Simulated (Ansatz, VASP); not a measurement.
## CdSe: VASP beside Ansatz

```xyz
2
Lattice="-0.0614 3.0396 3.0396 3.0396 -0.0614 3.0396 3.0396 3.0396 -0.0614" Properties=species:S:1:pos:R:3 pbc="T T T"
Cd    0.0000    0.0000    0.0000
Se    1.5044    1.5044    1.5044
```

Change from the starting cell: equal xy, yz and zx shear strains of -2 %, crystal datasets.

Alike in both runs: task electric field gradients; functional PBE; k mesh 8 × 8 × 8; occupations fermi-dirac, width 0.03 eV; no spin polarisation.

|  | VASP | Ansatz |
| --- | --- | --- |
| version | VASP 6.6.1 | Ansatz 0.2.0 |
| potentials or method | VASP PAW PBE potentials, release 64 (Cd, Se), cutoff 520 eV | all-electron PAW with datasets made for the crystal, scalar-relativistic |

|  | VASP | Ansatz | Ansatz less VASP |
| --- | --- | --- | --- |
| pressure (GPa) | 1.7 | 1.4 | -0.27 |
| largest component of the traceless stress (GPa) | 0.92 | 0.89 | -0.021 |
| rms of the force components (eV/Å) | 0.136 | 0.132 | -0.0047 |
| Vzz of the field gradient on the site that differs most (V/Å²) | -21.6 | -19.4 | +2.13 |

Atom by atom the forces differ by 0.005 eV/Å (rms over components). Ansatz ran all-electron here, so the differences hold the error of VASP's frozen core and of both bases. Ansatz warned: «gradients_without_spin_orbit».
